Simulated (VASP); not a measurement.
# Hf, self-consistent run: which settings are enough?

Hf, Fm-3m (no. 225), 1 atom in the cell. PBE, spin-orbit coupling; PAW potentials Hf_pv (PBE set). VASP 6.6.1.

Wanted: energy within 0.2 meV/atom; Fermi level within 0.005 eV.

What the run is for: comparing ways to start; Accuracy asked: tight.

POSCAR:
```
Hf
1.0
    0.0000000000      2.2200000000      2.2200000000
    2.2200000000      0.0000000000      2.2200000000
    2.2200000000      2.2200000000      0.0000000000
Hf
1
Direct
    0.0000000000      0.0000000000      0.0000000000
```

## How the run starts (with a second run first, the time holds both)

| How the run starts (with a second run first, the time holds both) | Energy less reference (meV/atom) | Fermi level (eV) | Time (s) |
|---|---|---|---|
| from scratch: 11 SCF iterations | 0.00 | 4.8690 | 29 |
| density without spin-orbit coupling (CHGCAR): 11 + 10 SCF iterations | 0.00 | 4.8687 | 44 |

Chosen: from scratch: 11 SCF iterations; no other choice that stays within half of the tolerance saves 30 % of the time.

The chosen settings are those of the reference run.

## The input

INCAR:
```
SYSTEM = Hf
GGA = PE ; LSORBIT = .TRUE.
MAGMOM = 0 0 0 ; LORBIT = 11
ISMEAR = 1 ; SIGMA = 0.1
LWAVE = .FALSE. ; LCHARG = .FALSE.
ISIF = 2 ; PREC = Accurate
LASPH = .TRUE. ; LREAL = .FALSE.
ALGO = Normal ; EDIFF = 1E-6
NELM = 200 ; GGA_COMPAT = .FALSE.
ENCUT = 400 ; LMAXMIX = 4
```

KPOINTS:
```
k-points
0
Gamma
  13 13 13
```

Commands:
```
cat potpaw_PBE.64/Hf_pv/POTCAR > POTCAR
mpirun -np 1 vasp_ncl > vasp.out
```

The chosen input took VASP 6.6.1 29 s on 1 core (Intel Xeon Platinum 8488C (Sapphire Rapids)), a shared host.

## An input that fails: restart asked without its files

VASP's message: ERROR: charge density could not be read from file CHGCAR for ICHARG>10.

Changes against the starting input:
```
- NELM = 200
+ NELM = 60
+ ICHARG = 11
```
